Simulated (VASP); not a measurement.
# I (Cmc2_1) in VASP: a series of runs

The runs below take I through relaxation of cell and atoms, with PBE, r2SCAN.

Everything below comes from runs of VASP 6.6.1. Logs are shortened: lines on timing, memory, paths and dates and some standing lists are left out, and cuts for length are marked.

## (1) The structure

The structure is orthorhombic, space group Cmc2_1 (No. 36). Conventional cell: a = 5.908 Å, b = 4.005 Å, c = 9.099 Å, α = 90.00°, β = 90.00°, γ = 90.00°. Around I (site symmetry m) lie 3 I at 2.74 to 3.13 Å. Around I (site symmetry m) lie 3 I at 2.74 to 3.13 Å.

## (2) Relaxation of cell and atoms, PBE, target pressure 17 GPa, at which the enthalpy is minimised

The input, INCAR:

```
SYSTEM = I
PREC = Accurate
ENCUT = 600
EDIFF = 1E-6
ISMEAR = 0
SIGMA = 0.03
LREAL = .False.
LASPH = .True.
NELM = 80
ALGO = Normal
ISIF = 3
LWAVE = .False.
LCHARG = .False.
GGA = PE
IBRION = 2
NSW = 90
EDIFFG = -0.01
PSTRESS = 170.0
KPAR = 2
```

The input, KPOINTS:

```
regular mesh
0
Gamma
  8 8 4
  0 0 0
```

The input, POSCAR:

```
I
1.0
    2.9540000000     -2.0027500000      0.0000000000
    2.9540000000      2.0027500000      0.0000000000
    0.0000000000      0.0000000000      9.0992000000
I
4
Direct
    0.5701000000      0.4299000000      0.2644600000
    0.4299000000      0.5701000000      0.7644600000
    0.9613000000      0.0387000000      0.5117300000
    0.0387000000      0.9613000000      0.0117300000
```

Potentials or basis: VASP PAW PBE potentials, release 64 (I).

On the command line:

```console
> cat potpaw_PBE.64/I/POTCAR > POTCAR
> mpirun -np 2 vasp_std > vasp.out
```

OUTCAR:

```text
SYSTEM = I
   PREC = Accurate
   ENCUT = 600
   EDIFF = 1E-6
   ISMEAR = 0
   LREAL = .False.
   LASPH = .True.
   NELM = 80
   ISIF = 3
   GGA = PE
   IBRION = 2
   NSW = 90
   EDIFFG = -0.01
   PSTRESS = 170.0

 ion  position               nearest neighbor table
   1  0.570  0.430  0.264-   3 2.74   4 2.97   4 3.13   3 3.32
   2  0.430  0.570  0.764-   4 2.74   3 2.97   3 3.13   4 3.32
   3  0.961  0.039  0.512-   1 2.74   2 2.97   2 3.13   1 3.32
   4  0.039  0.961  0.012-   2 2.74   1 2.97   1 3.13   2 3.32

  LATTYP: Found a base centered orthorhombic cell.
 ALAT       =     4.0055000000
 B/A-ratio  =     1.4749719136
 C/A-ratio  =     2.2716764449

  Lattice vectors:

 A1 = (  -2.9540000000,  -2.0027500000,   0.0000000000)
 A2 = (   2.9540000000,  -2.0027500000,   0.0000000000)
 A3 = (   0.0000000000,   0.0000000000,   9.0992000000)

Analysis of symmetry for initial positions (statically):
=====================================================================
 Subroutine PRICEL returns:
 Original cell was already a primitive cell.

 Routine SETGRP: Setting up the symmetry group for a
 base centered orthorhombic supercell.

 Subroutine GETGRP returns: Found  4 space group operations
 (whereof  2 operations were pure point group operations)
 out of a pool of  8 trial point group operations.

The static configuration has the point symmetry C_1h.
 The point group associated with its full space group is C_2v.

Analysis of symmetry for dynamics (positions and initial velocities):
=====================================================================
 Subroutine PRICEL returns:
 Original cell was already a primitive cell.

 Routine SETGRP: Setting up the symmetry group for a
 base centered orthorhombic supercell.

 Subroutine GETGRP returns: Found  4 space group operations
 (whereof  2 operations were pure point group operations)
 out of a pool of  8 trial point group operations.

The dynamic configuration has the point symmetry C_1h.
 The point group associated with its full space group is C_2v.

 Subroutine INISYM returns: Found  4 space group operations
 (whereof  2 operations are pure point group operations),
 and found     1 'primitive' translations

----------------------------------------------------------------------------------------

                                     Primitive cell

  volume of cell :     107.6640

  direct lattice vectors                    reciprocal lattice vectors
     2.954000000 -2.002750000  0.000000000     0.169262018 -0.249656722  0.000000000
     2.954000000  2.002750000  0.000000000     0.169262018  0.249656722  0.000000000
     0.000000000  0.000000000  9.099200000     0.000000000  0.000000000  0.109899771

  length of vectors
     3.568910697  3.568910697  9.099200000     0.301625777  0.301625777  0.109899771

  position of ions in fractional coordinates (direct lattice)
     0.570100000  0.429900000  0.264460000
     0.429900000  0.570100000  0.764460000
     0.961300000  0.038700000  0.511730000
     0.038700000  0.961300000  0.011730000

  ion indices of the primitive-cell ions
   primitive index   ion index
                 1           1
                 2           2
                 3           3
                 4           4

----------------------------------------------------------------------------------------

 KPOINTS: regular mesh

Automatic generation of k-mesh.
 Grid dimensions read from file:
 generate k-points for:    8    8    4

 Generating k-lattice:

  Cartesian coordinates                     Fractional coordinates (reciprocal lattice)
     0.021157752 -0.031207090  0.000000000     0.125000000  0.000000000  0.000000000
     0.021157752  0.031207090  0.000000000     0.000000000  0.125000000  0.000000000
     0.000000000  0.000000000  0.027474943     0.000000000  0.000000000  0.250000000

  Length of vectors
     0.037703222  0.037703222  0.027474943

  Shift w.r.t. Gamma in fractional coordinates (k-lattice)
     0.000000000  0.000000000  0.000000000

 Subroutine IBZKPT returns following result:
 ===========================================

 Found     63 irreducible k-points:

 Following reciprocal coordinates:
            Coordinates               Weight
  0.000000  0.000000  0.000000      1.000000
  0.125000  0.000000  0.000000      4.000000
  0.250000  0.000000  0.000000      4.000000
  0.375000  0.000000  0.000000      4.000000
  0.500000  0.000000  0.000000      2.000000
  0.125000  0.125000  0.000000      2.000000
[... 16 lines left out ...]
  0.125000  0.000000  0.250000      8.000000
  0.250000  0.000000  0.250000      8.000000
 [... further k-points ...]
   k-points           NKPTS =     63   k-points in BZ     NKDIM =     63   number of bands    NBANDS=     18
   number of dos      NEDOS =    301   number of ions     NIONS =      4
   total plane-waves  NPLWV =  72000
   dimension x,y,z NGX =    30 NGY =   30 NGZ =   80
   dimension x,y,z NGXF=    60 NGYF=   60 NGZF=  160
   ions per type =               4
   NGX,Y,Z   is equivalent  to a cutoff of  13.97, 13.97, 14.62 a.u.
   NGXF,Y,Z  is equivalent  to a cutoff of  27.95, 27.95, 29.23 a.u.
 SYSTEM =  I
   PREC   = accura    normal or accurate (medium, high low for compatibility)
   ISTART =      0    job   : 0-new  1-cont  2-samecut
   ICHARG =      2    charge: 1-file 2-atom 10-const
   ISPIN  =      1    spin polarized calculation?
   LNONCOLLINEAR =      F non collinear calculations
   LSORBIT =      F    spin-orbit coupling
   LASPH  =      T    aspherical Exc in radial PAW
   ENCUT  =  600.0 eV  44.10 Ry    6.64 a.u.   7.13  7.13 18.17*2*pi/ulx,y,z
   NELM   =     80;   NELMIN=  2; NELMDL= -5     # of ELM steps
   EDIFF  = 0.1E-05   stopping-criterion for ELM
   LREAL  =      F    real-space projection
   EDIFFG = -.1E-01   stopping-criterion for IOM
   NSW    =     90    number of steps for IOM
   IBRION =      2    ionic relax: 0-MD 1-quasi-New 2-CG
   NFREE  =      1    steps in history (QN), initial steepest desc. (CG)
   ISIF   =      3    stress and relaxation
   ISYM   =      2    0-nonsym 1-usesym 2-fastsym
   POTIM  = 0.5000    time-step for ionic-motion
   TEBEG  =    0.0;   TEEND  =   0.0 temperature during run
   PSTRESS=  170.0 pullay stress
   NELECT =      28.0000    total number of electrons
   NUPDOWN=      -1.0000    fix difference up-down
   EMIN   =  10.00;   EMAX   =-10.00  energy-range for DOS
   EFERMI =   0.00;   METHOD = LEGACY
   ISMEAR =     0;   SIGMA  =   0.03  broadening in eV -4-tet -1-fermi 0-gaus
   EFERMI_NEDOS =   21; number of points for ismear=-14 and -15
   IALGO  =     38    algorithm
   IMIX   =      4    mixing-type and parameters
     AMIX     =   0.40;   BMIX     =  1.00
     AMIX_MAG =   1.60;   BMIX_MAG =  1.00
  volume/ion in A,a.u.               =      26.92       181.64
  Fermi-wavevector in a.u.,A,eV,Ry     =   1.044970  1.974708 14.857063  1.091963
  Thomas-Fermi vector in A             =   2.179746
   LORBIT       =      0    0 simple, 1 ext, 2 COOP (PROOUT), +10 PAW based schemes
   GGA     = PE    functional components
   LHFCALC =     F    Hartree Fock is set to
   AEXX    =    0.0000 exact exchange contribution
   IVDW    =     0    specifies the selected vdW correction
   LEPSILON=     F    determine dielectric tensor
   LRPA    =     F    only Hartree local field effects (RPA)
 conjugate gradient relaxation of ions
 non-spin polarized calculation
 Gauss-broadening in eV      SIGMA  =   0.03
  energy-cutoff  :      600.00
  volume of cell :      107.66
 maximum number of plane-waves:      3624
 NGX is ok and might be reduce to    30
   NGX = 15   NGY = 15   NGZ = 37

--------------------------------------- Ionic step        1  -------------------------------------------

 number of electron      27.9999999 magnetization

 Free energy of the ion-electron system (eV)
  ---------------------------------------------------
  ext. energy  EPLUGINS =         0.00000000
  ---------------------------------------------------
  free energy    TOTEN  =        -3.64982698 eV

  energy without entropy =       -3.64982483  energy(sigma->0) =       -3.64982591

------------------------ aborting loop because EDIFF is reached ----------------------------------------

  FORCE on cell =-STRESS in cart. coord.  units (eV):
  Direction    XX          YY          ZZ          XY          YZ          ZX
  --------------------------------------------------------------------------------------
  -------------------------------------------------------------------------------------
  Total       13.1292762     12.6246913     12.8649892      0.0000000      0.0000000      0.0000000
  in kB      195.3803706    187.8715035    191.4474433      0.0000000      0.0000000      0.0000000
  external PRESSURE =      21.5664391 kB  Pullay stress =     170.0000000 kB
[... 103 lines left out ...]
  energy  without entropy=       -3.9344752489  energy(sigma->0) =       -3.93447582

  enthalpy is  TOTEN    =         7.7541692180 eV   P V=       11.6886456030

[... ionic steps 4 to 34 ...]

--------------------------------------- Ionic step       35  -------------------------------------------

 number of electron      28.0000001 magnetization

------------------------ aborting loop because EDIFF is reached ----------------------------------------
[... 75 lines left out ...]
--------------------------------------- Ionic step       37  -------------------------------------------

 number of electron      28.0000001 magnetization

 Free energy of the ion-electron system (eV)
  ---------------------------------------------------
  ext. energy  EPLUGINS =         0.00000000
  ---------------------------------------------------
  free energy    TOTEN  =        -3.91436386 eV

  energy without entropy =       -3.91434743  energy(sigma->0) =       -3.91435565

 E-fermi :   8.2277     XC(G=0): -10.1705

 val. band max:        8.1667127241   @ k =  -0.2500   0.1250   0.2500
 cond. band min:       8.2839120308   @ k =   0.5000   0.3750   0.0000
 fundamental gap:      0.1171993066
 Fermi energy:         8.2277132362

 k-point     1 :       0.0000    0.0000    0.0000
  band No.  band energies     occupation
      1      -7.6493      2.00000
      2      -6.0928      2.00000
      3      -6.0638      2.00000
      4      -3.0987      2.00000
      5       1.6085      2.00000
      6       4.7002      2.00000
[... 481 lines left out ...]
      5       1.9906      2.00000
      6       2.6053      2.00000
[... 10 lines left out ...]
     17      13.5672      0.00000
     18      13.6310      0.00000

 [... further k-points ...]

------------------------ aborting loop because EDIFF is reached ----------------------------------------

  FORCE on cell =-STRESS in cart. coord.  units (eV):
  Direction    XX          YY          ZZ          XY          YZ          ZX
  --------------------------------------------------------------------------------------
  -------------------------------------------------------------------------------------
  Total       11.6416403     11.6677205     11.6727733      0.0000000      0.0000000      0.0000000
  in kB      169.9149321    170.2955850    170.3693315      0.0000000      0.0000000      0.0000000
  external PRESSURE =       0.1932829 kB  Pullay stress =     170.0000000 kB
[... 23 lines left out ...]
  energy  without entropy=       -3.9143474311  energy(sigma->0) =       -3.91435565

  enthalpy is  TOTEN    =         7.7331048185 eV   P V=       11.6474686794

 reached required accuracy - stopping structural energy minimisation
```

It took 9.5 min on 2 MPI ranks of AMD EPYC 9R45 (Zen 5), shared host; peak memory 0.32 GiB.

What came out:

| Property | Result |
| --- | --- |
| Free energy | -3.9144 eV |
| Relaxed volume | 27.44 Å³/atom |
| Relaxed cell | a = 3.614 Å, b = 3.614 Å, c = 9.126 Å, α = 90.00°, β = 90.00°, γ = 67.06° |
| Space group after relaxing (to 0.05 Å) | Cmcm (No. 63) |
| Energy change on relaxing (the enthalpy is what falls) | -66.1 meV/atom |
| Ionic steps | 37 |
| Pressure after relaxing | 17.0 GPa |
| Largest force after relaxing | 0.009 eV/Å |
| Band gap on the k mesh | 0.12 eV, indirect (least direct gap 0.66 eV) |

Forces in eV/Å, atoms in the order of the input:
```
I    0.000  0.007 -0.005
I    0.000 -0.007 -0.005
I    0.000  0.000  0.005
I    0.000  0.000  0.005
```

Step by step:
```csv
step,energy change (eV),largest force (eV/Å),pressure (GPa),volume (Å³)
1,0.0000,0.2909,19.16,107.66
2,-0.5981,0.0792,13.96,113.41
3,-0.2846,0.1278,16.73,110.16
4,-0.3077,0.1313,16.87,110.31
5,-0.3115,0.1359,16.91,110.34
6,-0.2975,0.1014,16.89,110.17
7,-0.2489,0.0603,17.00,109.67
8,-0.2433,0.0330,17.11,109.61
9,-0.2449,0.0232,17.08,109.63
10,-0.2761,0.0266,16.79,109.92
11,-0.2587,0.0216,16.95,109.76
12,-0.2568,0.0197,16.96,109.74
13,-0.2508,0.0224,16.99,109.68
14,-0.2378,0.0284,17.05,109.55
15,-0.2433,0.0294,17.03,109.61
16,-0.2462,0.0292,17.02,109.63
17,-0.2547,0.0276,16.99,109.71
18,-0.2715,0.0207,16.94,109.86
19,-0.2711,0.0204,16.94,109.86
20,-0.2699,0.0189,16.94,109.84
21,-0.2672,0.0128,16.97,109.81
22,-0.2608,0.0193,17.06,109.74
23,-0.2629,0.0092,17.03,109.76
24,-0.2625,0.0110,17.04,109.76
25,-0.2702,0.0083,16.98,109.83
26,-0.2905,0.0122,16.82,110.02
27,-0.2841,0.0161,16.88,109.96
28,-0.2734,0.0229,16.98,109.86
29,-0.2718,0.0206,16.98,109.84
30,-0.2669,0.0153,16.99,109.80
31,-0.2569,0.0198,17.05,109.70
32,-0.2642,0.0144,17.02,109.77
33,-0.2648,0.0146,17.03,109.78
34,-0.2671,0.0124,17.00,109.80
35,-0.2707,0.0110,16.96,109.83
36,-0.2685,0.0100,16.98,109.81
37,-0.2645,0.0086,17.02,109.77
```

Final structure:
```
CELL_PARAMETERS angstrom
3.01268 -1.99640 0.00000
3.01268 1.99640 0.00000
0.00000 0.00000 9.12562
ATOMIC_POSITIONS crystal
I 0.56787 0.43213 0.26313
I 0.43213 0.56787 0.76313
I 0.99991 0.00009 0.51306
I 0.00009 0.99991 0.01306
```

Caveat: the cell is relaxed towards a set pressure, so the enthalpy falls and the energy may rise; spin-orbit coupling is left out, which moves the levels of the heavy elements. A k mesh can miss the band edges.

(Continued in part 2 of 2.)
